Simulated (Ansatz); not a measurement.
# Stress against strain in ZnS

```
CELL_PARAMETERS angstrom
3.81100 0.00000 0.00000
-1.90550 3.30042 0.00000
0.00000 0.00000 6.23400
ATOMIC_POSITIONS crystal
Zn 0.33333 0.66667 0.00000
Zn 0.66667 0.33333 0.50000
S 0.33333 0.66667 0.38500
S 0.66667 0.33333 0.88500
```

Atoms are numbered in the order listed.

The cell is COD entry 9008878, as deposited and not checked against the literature; nothing was relaxed. It differs from other determinations.

Level of theory: DFT, PBE, all-electron LAPW, scalar-relativistic in Ansatz 0.2.0.

Sampling and basis: a Γ-centred 8×8×5 k mesh, Fermi–Dirac smearing of 0.03 eV, basis error target 1 meV/atom, no spin polarisation.

The strain is applied along the Cartesian axes of the cell as listed (the other components stay zero). Fractional coordinates are held (clamped ions).

σ is the change of stress from the unstrained cell, which is at 2.34 GPa; tension is positive, so slopes are stress–strain coefficients at that pressure.

Only quantities that a quadratic follows smoothly over the whole series are listed; rougher ones are left out.

```csv
εzz,σzz (GPa),σxx (GPa)
-0.0300,-5.16,-1.04
-0.0100,-1.54,-0.33
0.0000,0.00,0.00
0.0100,1.39,0.32
0.0200,2.64,0.62
0.0300,3.75,0.91
```

**Question.** Fit the series and read off the stiffness at zero strain.

**Answer.** Least-squares fits y = p0 + p1 x + p2 x² to the rows give σzz (GPa): p1 = 148, p2 = -790; σxx (GPa): p1 = 32.5, p2 = -74. So C33 = 148 GPa and C13 = 32 GPa, for these axes.

**Question.** One run, at εzz = -0.0200, is withheld. Predict its row.

**Answer.** The fits give -3.28, -0.68; the run gave -3.26, -0.68.
